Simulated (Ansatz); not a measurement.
## Ionic part of the dielectric constant of SnO, mode by mode

Method: DFT PBE, scalar-relativistic, plane waves, PAW in Ansatz 0.2.0. Plane waves to 420 eV; Γ-centred k mesh 10×10×8; fixed occupations. No spin polarisation. Phonons by linear response, acoustic sum rule imposed.

Symmetry: P4/nmm, No. 129, tetragonal system. The conventional cell has a = 3.868 Å, b = 3.868 Å, c = 5.073 Å, α = 90.00°, β = 90.00°, γ = 90.00°. Sn (site symmetry 4mm) is surrounded by 4 O at 2.25 Å. O (site symmetry -4m2) is surrounded by 4 Sn at 2.25 Å.

Spin–orbit coupling is left out, which matters for heavy elements.

The primitive cell has V = 75.90 Å³ and ε∞,zz = 6.742. Each polar mode adds Δε = (4.92064×10⁷/V)·S/ν² along z, with S its oscillator strength in e²/amu, ν in cm⁻¹ and V in Å³.

Problem. From these modes, find each Δε and ε0,zz.
```tsv
ν (cm⁻¹)	S_zz (e²/amu)
369.7	1.055
```

Solution.
```tsv
ν (cm⁻¹)	Δε
369.7	5.00
```

The sum is 5.002, so ε0,zz = 11.74; the run's tensor has 11.74.

Problem. Where do the longitudinal modes lie for a wave vector along z?

Solution. At 488 cm⁻¹. The Lyddane–Sachs–Teller product Π(ν_LO/ν_TO)² = 1.74 matches ε0/ε∞ = 1.74.

Cost: 1 run of about 23 core-minutes, on AMD EPYC 7R43 (Zen 3) (shared hosts).

Along z, the static response of SnO is more electronic than ionic: the lattice adds 5.00 to an electronic part of 6.742. The ionic part comes entirely from one mode, in which the Sn and O sublattices move against each other along the layer normal. Its oscillator strength implies a Born charge somewhat above the formal charge of divalent tin. This suggests that Sn–O hybridisation, involving Sn 5s and 5p and O 2p states, shifts electrons as the bonds deform. The same dipole activity raises the longitudinal frequency to 488 cm⁻¹; with only one polar mode, the Lyddane–Sachs–Teller match is a consistency check, not independent evidence of accuracy.

The c axis is clearly longer than the measured one, probably because PBE misses much of the dispersion attraction between layers that face each other with their tin lone pairs. The expanded cell dilutes the polarisation per volume and may also shift the mode, so the net error in ε0,zz is uncertain. Without the in-plane modes, the dielectric anisotropy remains open.
